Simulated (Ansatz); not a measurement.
A run of Ansatz 0.2.0 is set up as follows.

input.yaml

```yaml
crystal:
  lattice:
    - [0.0, 2.5663, 2.5663]
    - [2.5663, 0.0, 2.5663]
    - [2.5663, 2.5663, 0.0]
  atoms:
    - { symbol: Sr, position: [0.519277, 0.501217, 0.50359] }
    - { symbol: O, position: [-0.015376, 0.028021, -0.006603] }
kpoints:
  mp_grid: { grid: [7, 7, 7] }
scf:
  occupations: { method: gaussian, width: 0.05 }
hamiltonian:
  xc: blyp
  dispersion: d4
  pseudopotentials: { kind: all_electron, lapw: { basis_error: 0.001 } }
output: {}
phonons:
  method: fd
  supercell: [1, 1, 1]
```

Potentials or basis: all-electron LAPW, scalar-relativistic.

Run with:

```sh
$ ansatz run input.yaml --threads 1 --pin off --max-ram 3072MiB --backend cpu --events-out ev --progress --plain --runs-dir out
```

Q: What does it give for the highest phonon frequency at Γ, LO-TO splitting left out?

A: 251 cm⁻¹.

Q: Estimate the band gap on the k mesh.

A: 3.60 eV, indirect (least direct gap 3.65 eV).

Q: What does it give for the largest force?

A: 0.324 eV/Å.

Phonon frequencies in cm⁻¹ (negative: imaginary):
```csv
q point,frequencies
"(0.000, 0.000, 0.000)",0 0 0 218 222 251
```

Caveat: an odd mesh through Γ misses points on the zone boundary, where band edges often lie.
